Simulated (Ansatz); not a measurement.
Space group Im-3m (No. 229). a = 3.160 Å, b = 3.160 Å, c = 3.160 Å, α = 90.00°, β = 90.00°, γ = 90.00°
```tsv
atom	site	symmetry	x	y	z
Mo	2a	m-3m	0.0000	0.0000	0.0000
```

Equation of state of this Mo structure (not necessarily the ground state), with shape and atoms relaxed at each volume where symmetry leaves them free. It has no gap at any of these volumes. Method: DFT PBE, scalar-relativistic, plane waves, PAW in Ansatz.

Cutoff 420 eV; k points 18×18×18 on the computed 1-atom cell (Γ-centred); Gaussian smearing, width 0.10 eV; no spin polarisation.

```csv
V (Å³/atom),E − E(largest V) (meV/atom),P (GPa)
13.890,122.48,43.75
14.363,13.85,30.06
14.837,-57.19,18.38
15.310,-96.30,8.45
15.784,-108.27,0.00
16.257,-97.18,-7.20
16.731,-66.49,-13.33
17.362,0.00,-20.13
```

Problem. Fit a third-order Birch–Murnaghan equation to E(V).

Solution. V0 = 15.78 Å³/atom, B0 = 260 GPa, B0' = 4.4.